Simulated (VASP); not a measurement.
Runs of VASP 6.6.1 on MnF2. Symmetry: P4_2/mnm, No. 136, tetragonal system. Conventional cell: a = 4.874 Å, b = 4.874 Å, c = 3.311 Å, α = 90.00°, β = 90.00°, γ = 90.00°. Around Mn (site symmetry mmm) lie 6 F at 2.10 to 2.13 Å. Around F (site symmetry m2m) lie 3 Mn at 2.10 to 2.13 Å. 

```tsv
task	level	potentials or basis	cell	k mesh	cutoff (eV)	gap on the mesh (eV)	pressure (GPa)	moment (μB)	relaxed volume (Å³/atom)
relaxation of cell and atoms	PBE	VASP PAW PBE potentials, release 64 (Mn_GW, F_GW)	relaxed	5 × 5 × 6	630	(a)	0.0	10.00	(b)
band structure	BLYP	VASP PAW PBE potentials, release 64 (Mn_pv, F)	as given	6 × 6 × 8	520	1.30	-	10.00	-
band structure	PBEsol	VASP PAW PBE potentials, release 64 (Mn_pv, F)	as given	6 × 6 × 8	520	0.94	-	10.00	-
band structure	PW91	VASP PAW PBE potentials, release 64 (Mn_pv, F)	as given	6 × 6 × 8	520	1.14	3.3	10.00	-
relaxation of cell and atoms	AM05	VASP PAW PBE potentials, release 64 (Mn_pv, F)	relaxed	5 × 5 × 6	600	1.14	0.0	10.00	13.19
```

Alike in all rows: spin collinear, ferromagnetic start; smearing fermi-dirac 0.05 eV.

Estimate the missing entries.

(a) 1.25; (b) 13.55.

Caveats: only a ferromagnetic start was run, and an antiferromagnetic order may lie lower in energy; the PAW data sets were made with another functional, which shifts forces and pressure a little (some runs); an odd mesh through Γ misses points on the zone boundary, where band edges often lie (some runs).

Not every run made on this cell is shown here.
